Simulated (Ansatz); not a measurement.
Input of an Ansatz 0.2.0 run:

File input.yaml:

```yaml
crystal:
  lattice:
    - [0.0, 2.2535006075, 2.2535006075]
    - [2.2535006075, 0.0, 2.2535006075]
    - [2.2535006075, 2.2535006075, 0.0]
  atoms:
    - { symbol: Ga, position: [0.0, 0.0, 0.0] }
    - { symbol: "N", position: [0.25, 0.25, 0.25] }
kpoints:
  mp_grid: { grid: [10, 10, 10] }
  band_path:
    path:
      - [0.0, 0.0, 0.0]
      - [0.5, 0.0, 0.5]
      - [0.5, 0.25, 0.75]
      - [0.375, 0.375, 0.75]
      - [0.0, 0.0, 0.0]
      - [0.5, 0.5, 0.5]
      - [0.625, 0.25, 0.625]
      - [0.5, 0.25, 0.75]
    npoints: 8
scf:
  occupations: { method: fermi_dirac, width: 0.05 }
hamiltonian:
  xc: pbesol
  pseudopotentials:
    kind: all_electron
    lapw: { basis_error: 0.001 }
    relativity: none
output:
  forces: true
  stress: true
  eigenvalues: true
```

Potentials or basis: all-electron LAPW, non-relativistic.

Run with:

```console
$ ansatz run input.yaml --threads 1 --pin off --max-ram 3072MiB --backend cpu --events-out ev --progress --plain --runs-dir out
```

What does it give for the pressure?

0.4 GPa.

What does it give for the band gap along the path?

1.86 eV, direct.

Estimate the band gap on the k mesh.

1.86 eV, direct.

Levels at the corners of the path, in eV from the valence-band top:
```
point  band 11  band 12  band 13  band 14  band 15  band 16  band 17  band 18
    Γ   -13.67     0.00     0.00     0.00     1.86    10.29    10.29    10.29
    X   -11.64    -6.00    -2.70    -2.70     3.18     6.84    11.62    13.92
    W   -11.37    -5.51    -3.74    -3.66     6.07     8.71    10.22    10.90
    K   -11.49    -5.71    -4.30    -2.17     4.87     8.07    10.98    12.78
    Γ   -13.67     0.00     0.00     0.00     1.86    10.29    10.29    10.29
    L   -12.13    -6.98    -0.96    -0.96     4.82     8.63    10.27    10.27
    U   -11.49    -5.71    -4.30    -2.17     4.87     8.07    10.98    12.78
    W   -11.37    -5.51    -3.74    -3.66     6.07     8.71    10.22    10.90
```

Caveat: relativity is left out, which matters for the heavier elements.

**The experiment to reproduce.**

A printed reference work, textbook reports, for a bulk crystal of GaN at 0 K: band gap 3.299 eV (direct).

Against the measured gap of GaN, 3.299 eV (direct; 0 K; a printed reference work, textbook), the calculated 1.86 eV is off by -1.44 eV. Spin-orbit coupling on Ga is left out. The value is that of PBEsol, without temperature or zero-point motion. Semilocal functionals fall short of measured gaps as a rule. The cell is a database's relaxed one, not the measured one, which moves gaps too.
